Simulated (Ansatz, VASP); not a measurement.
**KBr in VASP and in Ansatz**

```
K Br
1.0
     0.00000    3.12787    3.37481
     3.12787    0.00000    3.37481
     3.12787    3.12787    0.00000
K Br
1 1
Direct
  0.00000 0.00000 0.00000
  0.50000 0.50000 0.50000
```

Change from the starting cell: strain -0.050 along x and y, +0.025 along z, atoms carried along.

Alike in both runs: task single point; functional r2SCAN; k mesh 6 × 6 × 6; occupations gaussian, width 0.05 eV; no spin polarisation.

|  | VASP | Ansatz |
| --- | --- | --- |
| version | VASP 6.6.1 | Ansatz 0.2.0 |
| potentials or method | VASP PAW PBE potentials, release 64 (K_sv, Br) | scalar-relativistic, plane waves, PAW |
| plane-wave cutoff (eV) | 520 | 500 |
| valence electrons in the cell | 16 | 16 |

|  | VASP | Ansatz | Ansatz less VASP |
| --- | --- | --- | --- |
| gap on the k mesh at the Fermi level (eV) | 5.28 | 5.28 | -0.003 |
| least direct gap on the mesh (eV) | 5.28 | 5.28 | -0.003 |
| pressure (GPa) | 2.1 | 2.1 | -0.02 |
| largest component of the traceless stress (GPa) | 2.42 | 2.39 | -0.027 |

Caveats: the PAW data sets were made with another functional, which shifts forces and pressure a little (VASP).
